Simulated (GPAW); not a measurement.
TiO2, 6 atoms in the cell. It takes space group P4_2/mnm (No. 136, tetragonal). The conventional cell has a = 4.600 Å, b = 4.600 Å, c = 2.959 Å, α = 90.00°, β = 90.00°, γ = 90.00°. Ti (site symmetry mmm) has 6 O at 1.95 to 1.98 Å as nearest neighbours. O (site symmetry m2m) is surrounded by 3 Ti at 1.95 to 1.98 Å. The cell is a database's computed one.

* Program: GPAW 26.7.0
* Task: band structure
* Functional: LDA
* Potentials or basis: HGH pseudopotentials
* Cutoff: 1600 eV
* Basis: pw
* k mesh: 4 × 4 × 6
* Occupations: fermi-dirac, width 0.05 eV
* Spin: no spin polarisation
* Maxiter: 150
* Band path: GXMGZRAZ,XR,MA
* Band points: 80

Potentials or basis: HGH pseudopotentials, pw.

Command:

```bash
$ OMP_NUM_THREADS=1 python run.py
```

Hardware: 1 thread of Intel(R) Xeon(R) 6975P-C (Granite Rapids), on a shared host.

Estimate the wall time of this run.

Wall time 4.4 min on 1 thread of Intel(R) Xeon(R) 6975P-C (Granite Rapids), on a shared host, peak memory 1.3 GiB. Counts: scf iterations 19, plane waves 9168, bands 35, k points 28.
